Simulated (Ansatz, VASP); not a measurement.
# One calculation of Zn, two programs

```
Zn
1.0
     2.26817   -1.30849    0.00000
     2.26817    1.30849    0.00000
    -1.59172    0.00000    7.30041
Zn
3
Direct
  0.77802 0.77802 0.33450
  0.22198 0.22198 0.66550
  0.00000 0.00000 0.00000
```

This isn't the form of Zn at room conditions, which is hcp.

Alike in both runs: functional r2SCAN; k mesh 7 × 7 × 2; occupations fermi-dirac, width 0.05 eV; no spin polarisation.

```csv
,VASP,Ansatz
version,VASP 6.6.1,Ansatz 0.2.0
potentials or method,"VASP PAW PBE potentials, release 64 (Zn)",Ansatz PAW
plane-wave cutoff (eV),520,500
valence electrons in the cell,36,36
task,single point,projected density of states
```

Ansatz gave:

```
gap on the k mesh at the Fermi level (eV)       : none
pressure (GPa)                                  : -0.8
largest component of the traceless stress (GPa) : 1.96
rms of the force components (eV/Å)              : 0.000
```

Problem. Estimate VASP's values.

Solution. gap on the k mesh at the Fermi level (eV): none; pressure (GPa): -0.4; largest component of the traceless stress (GPa): 1.98; rms of the force components (eV/Å): 0.007.

Atom by atom the forces differ by 0.007 eV/Å (rms over components). A gap of «none» marks a metal or a gap that the smearing closes.

Caveats: the k mesh is coarse (spacing up to 0.43 Å⁻¹), so the values aren't converged; the PAW data sets were made with another functional, which shifts forces and pressure a little (VASP); the PAW data sets come from PBE, with cores solved anew for the run's functional, which leaves a small shift of forces and pressure (Ansatz); the density of states is complete only up to the lowest level of the last band computed (Ansatz).
